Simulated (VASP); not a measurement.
# InAs (F-43m) in VASP: a series of runs

The runs below take InAs through relaxation of the atoms, with LDA.

Program: VASP 6.6.1. These are calculated values, not measurements. Logs are shortened: lines on timing, memory, paths and dates and some standing lists are left out, and cuts for length are marked.

**Measured values to compare with.**

From a printed reference work, data compilation, for a bulk crystal of InAs at 4.2 K: band gap 0.418 eV (direct).

The runs below are set against these values where they give the same quantity.

## 1. The structure

Symmetry: F-43m, No. 216, cubic system. Conventional cell: a = 6.032 Å, b = 6.032 Å, c = 6.032 Å, α = 90.00°, β = 90.00°, γ = 90.00°. In (site symmetry -43m) is surrounded by 4 As at 2.61 Å. As (site symmetry -43m) has 4 In at 2.61 Å as nearest neighbours.

## 2. Relaxation of the atoms, LDA (a relaxed cell with its volume scaled by 0.98)

The input, INCAR:

```
PREC = Accurate
ENCUT = 600
EDIFF = 1E-7
ISMEAR = 0
SIGMA = 0.03
LREAL = False
LASPH = True
NELM = 80
ALGO = Normal
ISIF = 2
LWAVE = False
LCHARG = False
IBRION = 2
NSW = 40
EDIFFG = -0.01
```

The input, KPOINTS:

```
Automatic mesh
0
Gamma
  10 10 10
```

The input, POSCAR:

```
InAs                                    
1.0
    0.0000000000      2.9958352626      2.9958352626
    2.9958352626      0.0000000000      2.9958352626
    2.9958352626      2.9958352626      0.0000000000
  In              As            
     1     1
Direct
     0.0000000000000000    0.0000000000000000    0.0000000000000000
     0.2500000000000000    0.2500000000000000    0.2500000000000000
```

Potentials or basis: VASP PAW LDA potentials, release 64 (In_d, As).

Run with:

```bash
$ cat potpaw_LDA.64/In_d/POTCAR potpaw_LDA.64/As/POTCAR > POTCAR
$ mpirun -np 1 vasp_std > vasp.out
```

OUTCAR:

```text
PREC = Accurate
   ENCUT = 600
   EDIFF = 1E-7
   ISMEAR = 0
   LREAL = False
   LASPH = True
   NELM = 80
   ISIF = 2
   IBRION = 2
   NSW = 40
   EDIFFG = -0.01

 ion  position               nearest neighbor table
   1  0.000  0.000  0.000-   2 2.59   2 2.59   2 2.59   2 2.59
   2  0.250  0.250  0.250-   1 2.59   1 2.59   1 2.59   1 2.59

  LATTYP: Found a face centered cubic cell.
 ALAT       =     5.9916705252

  Lattice vectors:

 A1 = (   0.0000000000,   2.9958352626,   2.9958352626)
 A2 = (   2.9958352626,   0.0000000000,   2.9958352626)
 A3 = (   2.9958352626,   2.9958352626,   0.0000000000)

Analysis of symmetry for initial positions (statically):
=====================================================================
 Subroutine PRICEL returns:
 Original cell was already a primitive cell.

 Routine SETGRP: Setting up the symmetry group for a
 face centered cubic supercell.

 Subroutine GETGRP returns: Found 24 space group operations
 (whereof 24 operations were pure point group operations)
 out of a pool of 48 trial point group operations.

The static configuration has the point symmetry T_d .

Analysis of symmetry for dynamics (positions and initial velocities):
=====================================================================
 Subroutine PRICEL returns:
 Original cell was already a primitive cell.

 Routine SETGRP: Setting up the symmetry group for a
 face centered cubic supercell.

 Subroutine GETGRP returns: Found 24 space group operations
 (whereof 24 operations were pure point group operations)
 out of a pool of 48 trial point group operations.

The dynamic configuration has the point symmetry T_d .

 Subroutine INISYM returns: Found 24 space group operations
 (whereof 24 operations are pure point group operations),
 and found     1 'primitive' translations

----------------------------------------------------------------------------------------

                                     Primitive cell

  volume of cell :      53.7754

  direct lattice vectors                    reciprocal lattice vectors
     0.000000000  2.995835263  2.995835263    -0.166898363  0.166898363  0.166898363
     2.995835263  0.000000000  2.995835263     0.166898363 -0.166898363  0.166898363
     2.995835263  2.995835263  0.000000000     0.166898363  0.166898363 -0.166898363

  length of vectors
     4.236750859  4.236750859  4.236750859     0.289076444  0.289076444  0.289076444

  position of ions in fractional coordinates (direct lattice)
     0.000000000  0.000000000  0.000000000
     0.250000000  0.250000000  0.250000000

  ion indices of the primitive-cell ions
   primitive index   ion index
                 1           1
                 2           2

----------------------------------------------------------------------------------------

 KPOINTS: Automatic mesh

Automatic generation of k-mesh.
 Grid dimensions read from file:
 generate k-points for:   10   10   10

 Generating k-lattice:

  Cartesian coordinates                     Fractional coordinates (reciprocal lattice)
    -0.016689836  0.016689836  0.016689836     0.100000000  0.000000000  0.000000000
     0.016689836 -0.016689836  0.016689836     0.000000000  0.100000000  0.000000000
     0.016689836  0.016689836 -0.016689836     0.000000000  0.000000000  0.100000000

  Length of vectors
     0.028907644  0.028907644  0.028907644

  Shift w.r.t. Gamma in fractional coordinates (k-lattice)
     0.000000000  0.000000000  0.000000000

 Subroutine IBZKPT returns following result:
 ===========================================

 Found     47 irreducible k-points:

 Following reciprocal coordinates:
            Coordinates               Weight
  0.000000  0.000000  0.000000      1.000000
  0.100000  0.000000  0.000000      8.000000
  0.200000  0.000000  0.000000      8.000000
  0.300000  0.000000  0.000000      8.000000
  0.400000  0.000000  0.000000      8.000000
  0.500000  0.000000  0.000000      4.000000
[... 16 lines left out ...]
  0.300000  0.300000  0.000000      6.000000
  0.400000  0.300000  0.000000     24.000000
 [... further k-points ...]
   k-points           NKPTS =     47   k-points in BZ     NKDIM =     47   number of bands    NBANDS=     13
   number of dos      NEDOS =    301   number of ions     NIONS =      2
   total plane-waves  NPLWV =  46656
   dimension x,y,z NGX =    36 NGY =   36 NGZ =   36
   dimension x,y,z NGXF=    72 NGYF=   72 NGZF=   72
   ions per type =               1   1
   NGX,Y,Z   is equivalent  to a cutoff of  14.13, 14.13, 14.13 a.u.
   NGXF,Y,Z  is equivalent  to a cutoff of  28.25, 28.25, 28.25 a.u.
 SYSTEM =  unknown system
   PREC   = accura    normal or accurate (medium, high low for compatibility)
   ISTART =      0    job   : 0-new  1-cont  2-samecut
   ICHARG =      2    charge: 1-file 2-atom 10-const
   ISPIN  =      1    spin polarized calculation?
   LNONCOLLINEAR =      F non collinear calculations
   LSORBIT =      F    spin-orbit coupling
   LASPH  =      T    aspherical Exc in radial PAW
   ENCUT  =  600.0 eV  44.10 Ry    6.64 a.u.   8.46  8.46  8.46*2*pi/ulx,y,z
   NELM   =     80;   NELMIN=  2; NELMDL= -5     # of ELM steps
   EDIFF  = 0.1E-06   stopping-criterion for ELM
   LREAL  =      F    real-space projection
   EDIFFG = -.1E-01   stopping-criterion for IOM
   NSW    =     40    number of steps for IOM
   IBRION =      2    ionic relax: 0-MD 1-quasi-New 2-CG
   NFREE  =      1    steps in history (QN), initial steepest desc. (CG)
   ISIF   =      2    stress and relaxation
   ISYM   =      2    0-nonsym 1-usesym 2-fastsym
   POTIM  = 0.5000    time-step for ionic-motion
   TEBEG  =    0.0;   TEEND  =   0.0 temperature during run
   PSTRESS=    0.0 pullay stress
   NELECT =      18.0000    total number of electrons
   NUPDOWN=      -1.0000    fix difference up-down
   EMIN   =  10.00;   EMAX   =-10.00  energy-range for DOS
   EFERMI =   0.00;   METHOD = LEGACY
   ISMEAR =     0;   SIGMA  =   0.03  broadening in eV -4-tet -1-fermi 0-gaus
   EFERMI_NEDOS =   21; number of points for ismear=-14 and -15
   IALGO  =     38    algorithm
   IMIX   =      4    mixing-type and parameters
     AMIX     =   0.40;   BMIX     =  1.00
     AMIX_MAG =   1.60;   BMIX_MAG =  1.00
  volume/ion in A,a.u.               =      26.89       181.45
  Fermi-wavevector in a.u.,A,eV,Ry     =   1.136679  2.148011 17.579252  1.292039
  Thomas-Fermi vector in A             =   2.273384
   LORBIT       =      0    0 simple, 1 ext, 2 COOP (PROOUT), +10 PAW based schemes
   GGA     = CA    functional components
   LHFCALC =     F    Hartree Fock is set to
   AEXX    =    0.0000 exact exchange contribution
   IVDW    =     0    specifies the selected vdW correction
   LEPSILON=     F    determine dielectric tensor
   LRPA    =     F    only Hartree local field effects (RPA)
 conjugate gradient relaxation of ions
 non-spin polarized calculation
 Gauss-broadening in eV      SIGMA  =   0.03
  energy-cutoff  :      600.00
  volume of cell :       53.78
 maximum number of plane-waves:      1823
 NGX is ok and might be reduce to    36
   NGX = 17   NGY = 17   NGZ = 17

 number of electron      18.0000000 magnetization

 Free energy of the ion-electron system (eV)
  ---------------------------------------------------
  ext. energy  EPLUGINS =         0.00000000
  ---------------------------------------------------
  free energy    TOTEN  =        -9.02472014 eV

  energy without entropy =       -9.02467387  energy(sigma->0) =       -9.02469701

 E-fermi :   4.6344     XC(G=0):  -9.5307

 val. band max:        4.6252310586   @ k =   0.0000   0.0000   0.0000
 cond. band min:       5.4925121680   @ k =   0.5000   0.0000   0.0000
 fundamental gap:      0.8672811093
 Fermi energy:         4.6343680885

 k-point     1 :       0.0000    0.0000    0.0000
  band No.  band energies     occupation
      1      -9.7929      2.00000
      2      -9.7929      2.00000
      3      -9.7929      2.00000
      4      -9.6523      2.00000
      5      -9.6523      2.00000
      6      -7.4716      2.00000
      7       4.3714      2.00000
      8       4.6252      1.33333
      9       4.6252      1.33333
     10       4.6252      1.33333
     11       8.4593      0.00000
     12       8.4593      0.00000
     13       8.4593      0.00000

 k-point     2 :       0.1000    0.0000    0.0000
  band No.  band energies     occupation
      1      -9.8086      2.00000
      2      -9.7886      2.00000
      3      -9.7886      2.00000
      4      -9.6525      2.00000
      5      -9.6525      2.00000
      6      -7.3611      2.00000
      7       3.0548      2.00000
      8       4.4880      2.00000
      9       4.4880      2.00000
     10       5.5446      0.00000
     11       8.5277      0.00000
     12       8.6570      0.00000
     13       8.6570      0.00000

 k-point     3 :       0.2000    0.0000    0.0000
  band No.  band energies     occupation
      1      -9.8473      2.00000
      2      -9.7781      2.00000
      3      -9.7781      2.00000
      4      -9.6520      2.00000
      5      -9.6520      2.00000
      6      -7.0478      2.00000
      7       1.5331      2.00000
      8       4.1822      2.00000
      9       4.1822      2.00000
     10       5.8435      0.00000
     11       9.0499      0.00000
     12       9.0499      0.00000
     13       9.1882      0.00000
[... 305 lines left out ...]
 k-point    23 :       0.3000    0.3000    0.0000
  band No.  band energies     occupation
      1      -9.9393      2.00000
      2      -9.7341      2.00000
      3      -9.7341      2.00000
      4      -9.6799      2.00000
      5      -9.6357      2.00000
      6      -6.2994      2.00000
      7       0.1709      2.00000
      8       2.7979      2.00000
      9       2.7979      2.00000
     10       6.4620      0.00000
     11       7.2818      0.00000
     12      11.6150      0.00000
     13      11.6285      0.00000

 k-point    24 :       0.4000    0.3000    0.0000
  band No.  band energies     occupation
      1      -9.9622      2.00000
      2      -9.7259      2.00000
      3      -9.7230      2.00000
      4      -9.6831      2.00000
      5      -9.6332      2.00000
      6      -5.9256      2.00000
      7      -0.5001      2.00000
      8       2.3081      2.00000
      9       2.5918      2.00000
     10       6.5210      0.00000
     11       7.3465      0.00000
     12      11.2507      0.00000
     13      12.0339      0.00000

 [... further k-points ...]
[... 5 lines left out ...]
  --------------------------------------------------------------------------------------
  -------------------------------------------------------------------------------------
  Total        0.4266895      0.4266895      0.4266895     -0.0000000      0.0000000     -0.0000000
  in kB       12.7127281     12.7127281     12.7127281     -0.0000000      0.0000000     -0.0000000
  external PRESSURE =      12.7127281 kB  Pullay stress =       0.0000000 kB

 VOLUME and BASIS-vectors are now :
 -----------------------------------------------------------------------------
  energy-cutoff  :      600.00
  volume of cell :       53.78
      direct lattice vectors                 reciprocal lattice vectors
     0.000000000  2.995835263  2.995835263    -0.166898363  0.166898363  0.166898363
     2.995835263  0.000000000  2.995835263     0.166898363 -0.166898363  0.166898363
     2.995835263  2.995835263  0.000000000     0.166898363  0.166898363 -0.166898363

 POSITION                                       TOTAL-FORCE (eV/Angst)
 -----------------------------------------------------------------------------------
      0.00000      0.00000      0.00000        -0.000000      0.000000     -0.000000
      1.49792      1.49792      1.49792         0.000000     -0.000000      0.000000
 -----------------------------------------------------------------------------------
    total drift:                                0.000000      0.000000      0.000000

  FREE ENERGIE OF THE ION-ELECTRON SYSTEM (eV)
  ---------------------------------------------------
  free  energy   TOTEN  =        -9.0247201444 eV

  energy  without entropy=       -9.0246738657  energy(sigma->0) =       -9.02469701

 reached required accuracy - stopping structural energy minimisation
```

Run time: 24 s. Hardware: 1 thread of Intel Xeon Platinum 8488C (Sapphire Rapids), shared host; peak memory 0.2 GiB.

What came out:

| Property | Result |
| --- | --- |
| Free energy | -9.0247 eV |
| Pressure after relaxing | 1.3 GPa |
| Band gap on the k mesh | none (metal or under the smearing width) |

Final structure:
```xyz
2
Lattice="0.0000 2.9958 2.9958 2.9958 0.0000 2.9958 2.9958 2.9958 0.0000" Properties=species:S:1:pos:R:3 pbc="T T T"
In    0.0000    0.0000    0.0000
As    1.4979    1.4979    1.4979
```

Levels at points of the mesh, in eV from the Fermi level:
| k point | band 5 | band 6 | band 7 | band 8 | band 9 | band 10 | band 11 | band 12 | band 13 |
| --- | --- | --- | --- | --- | --- | --- | --- | --- | --- |
| (0.00, 0.00, 0.00) | -14.29 | -12.11 | -0.26 | -0.01 | -0.01 | -0.01 | 3.82 | 3.82 | 3.82 |
| (0.50, 0.00, 0.00) | -14.28 | -10.54 | -5.99 | -1.05 | -1.05 | 0.86 | 4.61 | 4.61 | 6.71 |
| (0.50, 0.50, 0.00) | -14.26 | -9.96 | -6.05 | -2.45 | -2.45 | 1.37 | 1.95 | 9.17 | 9.32 |

Caveat: the relaxation stopped at its first step, so nothing moved.

## 3. Relaxation of the atoms, LDA

INCAR is that of step 2.

KPOINTS is that of step 2.

The input, POSCAR:

```
InAs                                    
1.0
    0.0000000000      3.0160780068      3.0160780068
    3.0160780068      0.0000000000      3.0160780068
    3.0160780068      3.0160780068      0.0000000000
  In              As            
     1     1
Direct
     0.0000000000000000    0.0000000000000000    0.0000000000000000
     0.2500000000000000    0.2500000000000000    0.2500000000000000
```

Potentials or basis: VASP PAW LDA potentials, release 64 (In_d, As).

Run with:

```bash
$ cat potpaw_LDA.64/In_d/POTCAR potpaw_LDA.64/As/POTCAR > POTCAR
$ mpirun -np 1 vasp_std > vasp.out
```

Run time: 24 s. Hardware: 1 thread of Intel Xeon Platinum 8488C (Sapphire Rapids), shared host; peak memory 0.2 GiB.

It converged, with:

```yaml
Free_energy: -9.0291 eV
Pressure_after_relaxing: 0.0 GPa
Band_gap_on_the_k_mesh: none (metal or under the smearing width)
```

Final structure:
```yaml
crystal:
  lattice:
    - [0.00000, 3.01608, 3.01608]
    - [3.01608, 0.00000, 3.01608]
    - [3.01608, 3.01608, 0.00000]
  atoms:
    - { symbol: In, position: [0.00000, 0.00000, 0.00000] }
    - { symbol: As, position: [0.25000, 0.25000, 0.25000] }
```

Levels at points of the mesh, in eV from the Fermi level:
| k point | band 6 | band 7 | band 8 | band 9 | band 10 | band 11 | band 12 | band 13 |
| --- | --- | --- | --- | --- | --- | --- | --- | --- |
| (0.00, 0.00, 0.00) | -11.97 | -0.37 | -0.01 | -0.01 | -0.01 | 3.82 | 3.82 | 3.82 |
| (0.50, 0.00, 0.00) | -10.47 | -5.88 | -1.02 | -1.02 | 0.81 | 4.60 | 4.60 | 6.69 |
| (0.50, 0.50, 0.00) | -9.91 | -5.96 | -2.38 | -2.38 | 1.40 | 1.95 | 9.04 | 9.18 |

Caveat: the relaxation stopped at its first step, so nothing moved; this crystal is a semiconductor, whose small gap the functional closes, so the metal is an error of the method.

## 4. Relaxation of the atoms, LDA (a relaxed cell with its volume scaled by 1.02)

INCAR is that of step 3.

KPOINTS is that of step 3.

The input, POSCAR:

```
InAs                                    
1.0
    0.0000000000      3.0360526154      3.0360526154
    3.0360526154      0.0000000000      3.0360526154
    3.0360526154      3.0360526154      0.0000000000
  In              As            
     1     1
Direct
     0.0000000000000000    0.0000000000000000    0.0000000000000000
     0.2500000000000000    0.2500000000000000    0.2500000000000000
```

Run with:

```bash
$ cat potpaw_LDA.64/In_d/POTCAR potpaw_LDA.64/As/POTCAR > POTCAR
$ mpirun -np 1 vasp_std > vasp.out
```

It took 22 s on 1 thread of Intel Xeon Platinum 8488C (Sapphire Rapids), shared host; peak memory 0.2 GiB.

The run converged. Its results:

* Free energy: -9.0252 eV
* Pressure after relaxing: -1.1 GPa
* Band gap on the k mesh: none (metal or under the smearing width)

Final structure:
```
In As
1.0
     0.00000    3.03605    3.03605
     3.03605    0.00000    3.03605
     3.03605    3.03605    0.00000
In As
1 1
Direct
  0.00000 0.00000 0.00000
  0.25000 0.25000 0.25000
```

Levels at points of the mesh, in eV from the Fermi level:
```
           k point  band 6  band 7  band 8  band 9  band 10  band 11  band 12  band 13
(0.00, 0.00, 0.00)  -11.84   -0.47   -0.01   -0.01    -0.01     3.81     3.81     3.81
(0.50, 0.00, 0.00)  -10.40   -5.78   -0.99   -0.99     0.77     4.59     4.59     6.66
(0.50, 0.50, 0.00)   -9.87   -5.87   -2.31   -2.31     1.43     1.94     8.91     9.04
```

Caveat: the relaxation stopped at its first step, so nothing moved.

(Part 1 of 2 ends here.)
